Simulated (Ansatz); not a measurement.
# ZnO: the cost of one run

Computed with Ansatz 0.2.0 (DFT PBE, scalar-relativistic, plane waves, PAW, unless a step's input says otherwise).

3 further runs of the same task are left out: 2 that didn't finish, 1 set aside as unsound or not needed.

## Step 1: The starting structure

The structure is tetragonal, space group P4_2/mmc (No. 131). Conventional cell: a = 3.873 Å, b = 3.873 Å, c = 5.477 Å, α = 90.00°, β = 90.00°, γ = 90.00°. Zn (site symmetry mmm) has 4 O at 2.37 Å as nearest neighbours. O (site symmetry -4m2) is surrounded by 4 Zn at 2.37 Å.

Coordinates:

```
Zn O
1.0
     3.87303    0.00000    0.00000
     0.00000    3.87303    0.00000
     0.00000    0.00000    5.47729
Zn O
2 2
Direct
  0.00000 0.50000 0.00000
  0.50000 0.00000 0.50000
  0.50000 0.50000 0.25000
  0.50000 0.50000 0.75000
```

A structure generator made this guess: ordered vacancies on the anion sites of fluorite (P4_2/mmc, No. 131). Its size is a rough estimate.

## Step 2: A first look at the guess

Contents of input.yaml:

```yaml
crystal:
  lattice:
    - [3.87303079, 0.0, 0.0]
    - [0.0, 3.87303079, 0.0]
    - [0.0, 0.0, 5.47729267]
  atoms:
    - { symbol: Zn, position: [0.0, 0.5, 0.0] }
    - { symbol: Zn, position: [0.5, 0.0, 0.5] }
    - { symbol: O, position: [0.5, 0.5, 0.25] }
    - { symbol: O, position: [0.5, 0.5, 0.75] }
basis:
  ecutwfc: 420
kpoints:
  mp_grid: { grid: [4, 4, 4] }
hamiltonian:
  xc: pbe
scf:
  occupations: { method: gaussian, width: 0.1 }
  lower_state_search: "off"
output:
  forces: true
  stress: true
  eigenvalues: true
```

On the command line:

```console
ansatz run input.yaml --threads 1 --pin off --max-ram 2048MiB --backend cpu --events-out ev --progress --plain --runs-dir out
```

**Question.** How long does this run take on 1 thread of Arm Neoverse V2, shared host, and how much memory does it need?

About 1.9 s, with a peak of 0.32 GiB.
